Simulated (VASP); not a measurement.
# MgS (P6_3mc) in VASP: notebook

The runs below take MgS through single point, with LDA.

Program: VASP 6.6.1. These are calculated values, not measurements. Logs are shortened: lines on timing, memory, paths and dates and some standing lists are left out, and cuts for length are marked.

### Step 1. The structure

Symmetry: P6_3mc, No. 186, hexagonal system. The conventional cell has a = 4.035 Å, b = 4.035 Å, c = 6.432 Å, α = 90.00°, β = 90.00°, γ = 120.00°. Around Mg (site symmetry 3m) lie 4 S at 2.45 to 2.47 Å. S (site symmetry 3m) is surrounded by 4 Mg at 2.45 to 2.47 Å.

The cell comes from a database or a generator and needn't be the stable form of this composition.

### Step 2. Single point, LDA

The input, INCAR:

```
ALGO = Fast ; EDIFF = 1E-7
ENCUT = 520 ; GGA = CA
ISIF = 2 ; ISMEAR = 0
LASPH = T ; LCHARG = F
LREAL = F ; LWAVE = F
NBANDS = 16 ; NELM = 100
PREC = Accurate ; SIGMA = 0.01
```

The input, KPOINTS:

```
k-points
0
Gamma
  5 5 3
```

The input, POSCAR:

```
MgS
1.0
    4.0346224100      0.0000000000      0.0000000000
   -2.0173112000      3.4940855000      0.0000000000
    0.0000000000      0.0000000000      6.4322941800
Mg S
2 2
Direct
    0.6666666676      0.3333333286      0.4957548506
    0.3333333285      0.6666666686      0.9957548506
    0.3333333285      0.6666666686      0.3792441502
    0.6666666676      0.3333333286      0.8792441502
```

Potentials or basis: VASP PAW LDA potentials, release 64 (Mg, S).

Command:

```sh
cat potpaw_LDA.64/Mg/POTCAR potpaw_LDA.64/S/POTCAR > POTCAR
mpirun -np 1 vasp_std > vasp.out
```

OUTCAR:

```text
EDIFF = 1E-7
   ENCUT = 520
   GGA = CA
   ISIF = 2
   ISMEAR = 0
   LASPH = T
   LREAL = F
   NELM = 100
   PREC = Accurate

 ion  position               nearest neighbor table
   1  0.667  0.333  0.496-   3 2.45   3 2.45   3 2.45   4 2.47
   2  0.333  0.667  0.996-   4 2.45   4 2.45   4 2.45   3 2.47
   3  0.333  0.667  0.379-   1 2.45   1 2.45   1 2.45   2 2.47
   4  0.667  0.333  0.879-   2 2.45   2 2.45   2 2.45   1 2.47

  LATTYP: Found a hexagonal cell.
 ALAT       =     4.0346224100
 C/A-ratio  =     1.5942741418

  Lattice vectors:

 A1 = (   4.0346224100,   0.0000000000,   0.0000000000)
 A2 = (  -2.0173112000,   3.4940855000,   0.0000000000)
 A3 = (   0.0000000000,   0.0000000000,   6.4322941800)

Analysis of symmetry for initial positions (statically):
=====================================================================
 Subroutine PRICEL returns:
 Original cell was already a primitive cell.

 Routine SETGRP: Setting up the symmetry group for a
 hexagonal supercell.

 Subroutine GETGRP returns: Found 12 space group operations
 (whereof  6 operations were pure point group operations)
 out of a pool of 24 trial point group operations.

The static configuration has the point symmetry C_3v.
 The point group associated with its full space group is C_6v.

Analysis of symmetry for dynamics (positions and initial velocities):
=====================================================================
 Subroutine PRICEL returns:
 Original cell was already a primitive cell.

 Routine SETGRP: Setting up the symmetry group for a
 hexagonal supercell.

 Subroutine GETGRP returns: Found 12 space group operations
 (whereof  6 operations were pure point group operations)
 out of a pool of 24 trial point group operations.

The dynamic configuration has the point symmetry C_3v.
 The point group associated with its full space group is C_6v.

 Subroutine INISYM returns: Found 12 space group operations
 (whereof  6 operations are pure point group operations),
 and found     1 'primitive' translations

----------------------------------------------------------------------------------------

                                     Primitive cell

  volume of cell :      90.6781

  direct lattice vectors                    reciprocal lattice vectors
     4.034622410  0.000000000  0.000000000     0.247854669  0.143098959  0.000000000
    -2.017311200  3.494085500  0.000000000     0.000000000  0.286197919  0.000000000
     0.000000000  0.000000000  6.432294180     0.000000000  0.000000000  0.155465526

  length of vectors
     4.034622410  4.034622406  6.432294180     0.286197919  0.286197919  0.155465526

  position of ions in fractional coordinates (direct lattice)
     0.666666668  0.333333329  0.495754851
     0.333333328  0.666666669  0.995754851
     0.333333328  0.666666669  0.379244150
     0.666666668  0.333333329  0.879244150

  ion indices of the primitive-cell ions
   primitive index   ion index
                 1           1
                 2           2
                 3           3
                 4           4

----------------------------------------------------------------------------------------

 KPOINTS: k-points

Automatic generation of k-mesh.
 Grid dimensions read from file:
 generate k-points for:    5    5    3

 Generating k-lattice:

  Cartesian coordinates                     Fractional coordinates (reciprocal lattice)
     0.049570934  0.028619792  0.000000000     0.200000000  0.000000000  0.000000000
     0.000000000  0.057239584  0.000000000     0.000000000  0.200000000  0.000000000
     0.000000000  0.000000000  0.051821842     0.000000000  0.000000000  0.333333333

  Length of vectors
     0.057239584  0.057239584  0.051821842

  Shift w.r.t. Gamma in fractional coordinates (k-lattice)
     0.000000000  0.000000000  0.000000000

 Subroutine IBZKPT returns following result:
 ===========================================

 Found     10 irreducible k-points:

 Following reciprocal coordinates:
            Coordinates               Weight
  0.000000  0.000000  0.000000      1.000000
  0.200000 -0.000000  0.000000      6.000000
  0.400000 -0.000000  0.000000      6.000000
  0.200000  0.200000  0.000000      6.000000
  0.400000  0.200000  0.000000      6.000000
  0.000000  0.000000  0.333333      2.000000
  0.200000 -0.000000  0.333333     12.000000
  0.400000 -0.000000  0.333333     12.000000
  0.200000  0.200000  0.333333     12.000000
  0.400000  0.200000  0.333333     12.000000
   k-points           NKPTS =     10   k-points in BZ     NKDIM =     10   number of bands    NBANDS=     16
   number of dos      NEDOS =    301   number of ions     NIONS =      4
   total plane-waves  NPLWV =  43200
   dimension x,y,z NGX =    30 NGY =   30 NGZ =   48
   dimension x,y,z NGXF=    60 NGYF=   60 NGZF=   96
   ions per type =               2   2
   NGX,Y,Z   is equivalent  to a cutoff of  12.36, 12.36, 12.41 a.u.
   NGXF,Y,Z  is equivalent  to a cutoff of  24.72, 24.72, 24.81 a.u.
 SYSTEM =  unknown system
   PREC   = accura    normal or accurate (medium, high low for compatibility)
   ISTART =      0    job   : 0-new  1-cont  2-samecut
   ICHARG =      2    charge: 1-file 2-atom 10-const
   ISPIN  =      1    spin polarized calculation?
   LNONCOLLINEAR =      F non collinear calculations
   LSORBIT =      F    spin-orbit coupling
   LASPH  =      T    aspherical Exc in radial PAW
   ENCUT  =  520.0 eV  38.22 Ry    6.18 a.u.   7.50  7.50 11.96*2*pi/ulx,y,z
   NELM   =    100;   NELMIN=  2; NELMDL= -5     # of ELM steps
   EDIFF  = 0.1E-06   stopping-criterion for ELM
   LREAL  =      F    real-space projection
   EDIFFG = 0.1E-05   stopping-criterion for IOM
   NSW    =      0    number of steps for IOM
   IBRION =     -1    ionic relax: 0-MD 1-quasi-New 2-CG
   NFREE  =      0    steps in history (QN), initial steepest desc. (CG)
   ISIF   =      2    stress and relaxation
   ISYM   =      2    0-nonsym 1-usesym 2-fastsym
   POTIM  = 0.5000    time-step for ionic-motion
   TEBEG  =    0.0;   TEEND  =   0.0 temperature during run
   PSTRESS=    0.0 pullay stress
   NELECT =      16.0000    total number of electrons
   NUPDOWN=      -1.0000    fix difference up-down
   EMIN   =  10.00;   EMAX   =-10.00  energy-range for DOS
   EFERMI =   0.00;   METHOD = LEGACY
   ISMEAR =     0;   SIGMA  =   0.01  broadening in eV -4-tet -1-fermi 0-gaus
   EFERMI_NEDOS =   21; number of points for ismear=-14 and -15
   IALGO  =     68    algorithm
   IMIX   =      4    mixing-type and parameters
     AMIX     =   0.40;   BMIX     =  1.00
     AMIX_MAG =   1.60;   BMIX_MAG =  1.00
  volume/ion in A,a.u.               =      22.67       152.98
  Fermi-wavevector in a.u.,A,eV,Ry     =   0.918221  1.735187 11.471486  0.843130
  Thomas-Fermi vector in A             =   2.043279
   LORBIT       =      0    0 simple, 1 ext, 2 COOP (PROOUT), +10 PAW based schemes
   GGA     = CA    functional components
   LHFCALC =     F    Hartree Fock is set to
   AEXX    =    0.0000 exact exchange contribution
   IVDW    =     0    specifies the selected vdW correction
   LEPSILON=     F    determine dielectric tensor
   LRPA    =     F    only Hartree local field effects (RPA)
 non-spin polarized calculation
 RMM-DIIS sequential band-by-band and
 Gauss-broadening in eV      SIGMA  =   0.01
  energy-cutoff  :      520.00
  volume of cell :       90.68
 maximum number of plane-waves:      2460
 NGX is ok and might be reduce to    30
   NGX = 15   NGY = 15   NGZ = 23

 number of electron      16.0000003 magnetization

 Free energy of the ion-electron system (eV)
  ---------------------------------------------------
  ext. energy  EPLUGINS =         0.00000000
  ---------------------------------------------------
  free energy    TOTEN  =       -18.79179211 eV

  energy without entropy =      -18.79179211  energy(sigma->0) =      -18.79179211

 E-fermi :   1.1104     XC(G=0):  -8.7568

 val. band max:        1.0312561153   @ k =   0.0000   0.0000   0.0000
 cond. band min:       4.1901437552   @ k =   0.0000   0.0000   0.0000
 fundamental gap:      3.1588876399
 Fermi energy:         1.1104201739

 k-point     1 :       0.0000    0.0000    0.0000
  band No.  band energies     occupation
      1     -10.3508      2.00000
      2      -9.6001      2.00000
      3      -2.2721      2.00000
      4       0.4407      2.00000
      5       0.4407      2.00000
      6       0.8687      2.00000
[... 8 lines left out ...]
     15       9.3510      0.00000
     16       9.9065      0.00000

 k-point     2 :       0.2000   -0.0000    0.0000
  band No.  band energies     occupation
      1     -10.1591      2.00000
      2      -9.5110      2.00000
      3      -1.9655      2.00000
      4      -0.6040      2.00000
      5      -0.1865      2.00000
      6       0.1588      2.00000
[... 8 lines left out ...]
     15       9.5305      0.00000
     16       9.6369      0.00000

 k-point     3 :       0.4000   -0.0000    0.0000
  band No.  band energies     occupation
      1      -9.7619      2.00000
      2      -9.4104      2.00000
      3      -1.8907      2.00000
      4      -1.3404      2.00000
      5      -1.1141      2.00000
      6      -0.1928      2.00000
[... 8 lines left out ...]
     15       9.7894      0.00000
     16      11.5671      0.00000

 k-point     4 :       0.2000    0.2000    0.0000
  band No.  band energies     occupation
      1      -9.8564      2.00000
      2      -9.4170      2.00000
      3      -1.4892      2.00000
      4      -1.2837      2.00000
      5      -1.1281      2.00000
      6      -0.3147      2.00000
[... 8 lines left out ...]
     15       9.7053      0.00000
     16      10.4594      0.00000

 k-point     5 :       0.4000    0.2000    0.0000
  band No.  band energies     occupation
      1      -9.5842      2.00000
      2      -9.4251      2.00000
      3      -1.8274      2.00000
      4      -1.3546      2.00000
      5      -0.9216      2.00000
      6      -0.6613      2.00000
[... 8 lines left out ...]
     15      10.0873      0.00000
     16      11.4719      0.00000

 k-point     6 :       0.0000    0.0000    0.3333
  band No.  band energies     occupation
      1     -10.1853      2.00000
      2      -9.8133      2.00000
      3      -1.6388      2.00000
      4      -0.1226      2.00000
      5       0.5423      2.00000
      6       0.5423      2.00000
[... 8 lines left out ...]
     15       8.7838      0.00000
     16       8.9323      0.00000

 k-point     7 :       0.2000   -0.0000    0.3333
  band No.  band energies     occupation
      1     -10.0127      2.00000
      2      -9.6904      2.00000
      3      -1.5862      2.00000
      4      -0.7749      2.00000
      5      -0.1973      2.00000
      6       0.2971      2.00000
[... 8 lines left out ...]
     15       9.4054      0.00000
     16       9.5910      0.00000

 k-point     8 :       0.4000   -0.0000    0.3333
  band No.  band energies     occupation
      1      -9.6751      2.00000
      2      -9.4991      2.00000
      3      -2.0819      2.00000
      4      -1.7951      2.00000
      5      -0.3262      2.00000
      6      -0.0249      2.00000
[... 8 lines left out ...]
     15      10.1919      0.00000
     16      11.0151      0.00000

 k-point     9 :       0.2000    0.2000    0.3333
  band No.  band energies     occupation
      1      -9.7512      2.00000
      2      -9.5316      2.00000
      3      -1.7628      2.00000
      4      -1.5237      2.00000
      5      -0.3704      2.00000
      6      -0.3011      2.00000
[... 8 lines left out ...]
     15       9.1458      0.00000
     16      10.3547      0.00000

 k-point    10 :       0.4000    0.2000    0.3333
  band No.  band energies     occupation
      1      -9.5405      2.00000
      2      -9.4606      2.00000
      3      -2.0008      2.00000
      4      -1.8083      2.00000
      5      -0.8931      2.00000
      6      -0.4060      2.00000
[... 8 lines left out ...]
     15      10.3070      0.00000
     16      10.9729      0.00000

------------------------ aborting loop because EDIFF is reached ----------------------------------------

  FORCE on cell =-STRESS in cart. coord.  units (eV):
  Direction    XX          YY          ZZ          XY          YZ          ZX
  --------------------------------------------------------------------------------------
  -------------------------------------------------------------------------------------
  Total       -1.3091730     -1.3091730     -1.4243162     -0.0000000      0.0000000      0.0000000
  in kB      -23.1315801    -23.1315801    -25.1660274     -0.0000000      0.0000000      0.0000000
  external PRESSURE =     -23.8097292 kB  Pullay stress =       0.0000000 kB

 VOLUME and BASIS-vectors are now :
 -----------------------------------------------------------------------------
  energy-cutoff  :      520.00
  volume of cell :       90.68
      direct lattice vectors                 reciprocal lattice vectors
     4.034622410  0.000000000  0.000000000     0.247854669  0.143098959  0.000000000
    -2.017311200  3.494085500  0.000000000     0.000000000  0.286197919  0.000000000
     0.000000000  0.000000000  6.432294180     0.000000000  0.000000000  0.155465526

 POSITION                                       TOTAL-FORCE (eV/Angst)
 -----------------------------------------------------------------------------------
      2.01731      1.16470      3.18884         0.000000      0.000000      0.053194
     -0.00000      2.32939      6.40499        -0.000000      0.000000      0.053194
     -0.00000      2.32939      2.43941         0.000000     -0.000000     -0.053194
      2.01731      1.16470      5.65556        -0.000000     -0.000000     -0.053194
 -----------------------------------------------------------------------------------
    total drift:                               -0.000002      0.000010      0.000078

  FREE ENERGIE OF THE ION-ELECTRON SYSTEM (eV)
  ---------------------------------------------------
  free  energy   TOTEN  =       -18.7917921124 eV

  energy  without entropy=      -18.7917921124  energy(sigma->0) =      -18.79179211
```

Run time: 18 s. Hardware: 1 thread of Intel Xeon Platinum 8488C (Sapphire Rapids), shared host; peak memory 0.16 GiB.

What came out:

| Property | Result |
| --- | --- |
| Free energy | -18.7918 eV |
| Pressure | -2.4 GPa |
| Largest force | 0.053 eV/Å |
| Band gap on the k mesh | 3.16 eV, direct |

Forces on the atoms (eV/Å):
```
Mg   0.000  0.000  0.053
Mg   0.000  0.000  0.053
S    0.000  0.000 -0.053
S    0.000  0.000 -0.053
```

Stress tensor (GPa, compression positive):
```
-2.31  0.00  0.00
 0.00 -2.31  0.00
 0.00  0.00 -2.52
```

### Step 3. Single point, LDA

The input, INCAR:

```
ALGO = Normal ; EDIFF = 1E-6
ENCUT = 520 ; ISIF = 2
ISMEAR = 0 ; LASPH = T
LCHARG = F ; LREAL = F
LWAVE = F ; NBANDS = 16
NELM = 100 ; PREC = Accurate
SIGMA = 0.01
```

KPOINTS is that of step 2.

Edit POSCAR of step 2 so:

```diff
@@ -10,3 +10,3 @@
     0.3333333285      0.6666666686      0.9957548506
-    0.3333333285      0.6666666686      0.3792441502
+    0.3382904219      0.6666666686      0.3792441502
     0.6666666676      0.3333333286      0.8792441502
```

Potentials or basis: VASP PAW LDA potentials, release 64 (Mg, S).

Command:

```sh
cat potpaw_LDA.64/Mg/POTCAR potpaw_LDA.64/S/POTCAR > POTCAR
mpirun -np 1 vasp_std > vasp.out
```

It took 38 s on 1 thread of Intel Xeon Platinum 8488C (Sapphire Rapids), shared host; peak memory 0.19 GiB.

It converged, with:

```yaml
Free_energy: -18.7906 eV
Pressure: -2.4 GPa
Largest_force: 0.129 eV/Å
Band_gap_on_the_k_mesh: 3.16 eV, direct
```

Forces on the atoms (eV/Å):
```
Mg   0.106 -0.003  0.055
Mg   0.006  0.000  0.053
S   -0.117  0.003 -0.055
S    0.005  0.000 -0.053
```

Stress tensor (GPa, compression positive):
```
-2.31 -0.20  0.11
-0.20 -2.32  0.00
 0.11  0.00 -2.52
```

Levels at points of the mesh, in eV from the valence-band top:
```csv
k point,band 4,band 5,band 6,band 7,band 8,band 9,band 10,band 11,band 12,band 13
"(0.00, 0.00, 0.00)",-0.61,-0.58,-0.17,-0.16,0.00,3.16,4.43,7.27,7.29,8.04
```
